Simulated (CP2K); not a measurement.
InAs in CP2K: the effect of functional

InAs:

```
CELL_PARAMETERS angstrom
4.26810 0.00000 0.00000
2.13405 3.69628 0.00000
2.13405 1.23209 3.48489
ATOMIC_POSITIONS crystal
In 0.00000 0.00000 0.00000
As 0.75000 0.75000 0.75000
```

Alike in all runs:

| Item | Value |
| --- | --- |
| Program | CP2K 2026.2 |
| Task | single point |
| Potentials or basis | POTENTIAL_UZH In GTH-PBE-q13, As GTH-PBE-q5; TZVP-MOLOPT-PBE-GTH basis |
| Density cutoff | 9184 eV |
| k mesh | 8 × 8 × 8 |
| Occupations | fermi-dirac, width 0.05 eV |
| Spin | no spin polarisation |

Q: One run gave: pressure 9.0 GPa. Which functional did it use?
A. LDA
B. r2SCAN
C. vdW-DF2
D. vdW-DF-cx
E. PBE

A: C.

```tsv
functional	pressure (GPa)
PBE	4.8
LDA	2.0
PBEsol	2.8
revPBE	5.7
vdW-DF-cx	3.4
vdW-DF2	9.0
r2SCAN	2.3
```

Caveats: the basis of atomic orbitals isn't converged, which shifts pressures, moduli and gaps; the potentials were made for another functional, which shifts forces and pressure (some runs).
